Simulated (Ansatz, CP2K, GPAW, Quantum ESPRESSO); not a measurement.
Cost and result for the bulk modulus of AgCl

```
CELL_PARAMETERS angstrom
0.00000 2.73500 2.73500
2.73500 0.00000 2.73500
2.73500 2.73500 0.00000
ATOMIC_POSITIONS crystal
Ag 0.00000 0.00000 0.00000
Cl 0.50000 0.50000 0.50000
```

```tsv
rung	level	program and potentials	cutoff (eV)	k mesh	smearing	core time	chip	bulk modulus (GPa)	notes
LDA + U (3.5 eV)	LDA+U (Ag d U = 3.5 eV)	GPAW, the program's PAW data sets (release 1.2.1) made for this functional	600	7 × 7 × 7	fermi-dirac 0.05	74 s	Arm Neoverse V2	65.7	-
LDA	LDA	GPAW, the program's PAW data sets (release 1.2.1) made for this functional, other valence	600	7 × 7 × 7	fermi-dirac 0.05	76 s	Arm Neoverse V1	68.9	-
GGA + dispersion	PBE+D3(BJ)	GPAW, GPAW PAW data sets (gpaw-data 1.2.1)	600	7 × 7 × 7	fermi-dirac 0.05	76 s	Arm Neoverse V2	50.0	-
GGA + dispersion	PBE+D4	GPAW, GPAW PAW data sets (gpaw-data 1.2.1)	600	7 × 7 × 7	fermi-dirac 0.05	79 s	Arm Neoverse V2	49.7	-
GGA	PBEsol	Ansatz, all-electron LAPW, scalar-relativistic	-	8 × 8 × 8	fermi-dirac 0.05	88 s	AMD EPYC 7R43 Zen 3	56.6	-
GGA + dispersion	PBE+D3(BJ)	Quantum ESPRESSO, PseudoDojo 0.4.1 SR PBE standard	1116	8 × 8 × 8	fermi-dirac 0.05	4.1 min	Arm Neoverse V1	49.3	-
GGA	PBEsol	Quantum ESPRESSO, PseudoDojo 0.4.1 SR PBEsol standard	1116	8 × 8 × 8	fermi-dirac 0.05	4.4 min	Arm Neoverse V1	56.7	-
GGA	PBEsol	CP2K, POTENTIAL_UZH Ag GTH-PBE-q11, Cl GTH-PBE-q7; TZVP-MOLOPT-PBE-GTH basis	-	8 × 8 × 8	fermi-dirac 0.1	4.8 min	Arm Neoverse V1	56.2	atomic basis; potentials made for PBE
non-local van der Waals functional	rev-vdW-DF2	CP2K, POTENTIAL_UZH Ag GTH-PBE-q11, Cl GTH-PBE-q7; TZVP-MOLOPT-PBE-GTH basis	-	8 × 8 × 8	fermi-dirac 0.1	5.4 min	Arm Neoverse V2	48.8	atomic basis; potentials made for PBE
non-local van der Waals functional	rev-vdW-DF2	Quantum ESPRESSO, PseudoDojo 0.4.1 SR PBE standard	1116	8 × 8 × 8	fermi-dirac 0.05	9.9 min	Arm Neoverse V2	49.8	potentials made for PBE
```

Times are single runs on shared hosts and different chips, so they are rough; meshes, cutoffs and the tasks' sizes weigh on the time. Task: equation of state. All rows: no spin polarisation. Smearing widths are in eV. The cell comes from a database and isn't always the measured one. Meshes differ between rows, which moves values too. Meshes are those of the run's cell of 2 atoms unless a note names another. Runs on faulty files, with rough fits or with known faults for this quantity aren't shown. No row holds spin-orbit coupling.

By rung: LDA + U (3.5 eV) 65.7; LDA 68.9; GGA + dispersion 49.3 to 50.0; GGA 56.6 to 56.7; non-local van der Waals functional 49.8; GGA in atomic bases 56.2; non-local van der Waals functional in atomic bases 48.8 (GPa).
